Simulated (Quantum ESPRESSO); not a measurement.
TaN:

```xyz
2
Lattice="0.0000 2.2113 2.2113 2.2113 0.0000 2.2113 2.2113 2.2113 0.0000" Properties=species:S:1:pos:R:3 pbc="T T T"
Ta    2.2113    2.2113    2.2113
N     0.0000    0.0000    0.0000
```

The cell comes from a database or a generator and needn't be the stable form of this composition.

Program: Quantum ESPRESSO 7.5. Alike in all runs: cell as given; k mesh 10 × 10 × 10; smearing fermi-dirac 0.05 eV.

Problem. Order these runs on this cell by their pressure, lowest first.
A. level PBEsol; potentials or basis PseudoDojo 0.4 FR PBE standard; spin SOC, no magnetisation; cutoff (eV) 1143; mixing beta 0.5
B. level PBEsol+U; potentials or basis GBRV 1.5 PBEsol; spin off; U Ta d U = 4 eV; cutoff (eV) 762; mixing beta 0.3; hubbard projectors ortho-atomic; dos occupations tetrahedra_opt
C. level PBEsol+U; potentials or basis GBRV 1.5 PBEsol; spin off; U Ta d U = 6 eV; cutoff (eV) 762; mixing beta 0.3; hubbard projectors ortho-atomic; dos occupations tetrahedra_opt
D. level PBEsol+U; potentials or basis GBRV 1.5 PBEsol; spin off; U Ta d U = 8 eV; cutoff (eV) 762; mixing beta 0.3; hubbard projectors ortho-atomic; dos occupations tetrahedra_opt

Solution. A (-9.6 GPa), B (-7.1 GPa), C (-4.9 GPa), D (-2.4 GPa).

Caveats: U without spin polarisation on a metal has little footing (some runs); the potentials were made for another functional, which shifts forces and pressure (some runs).
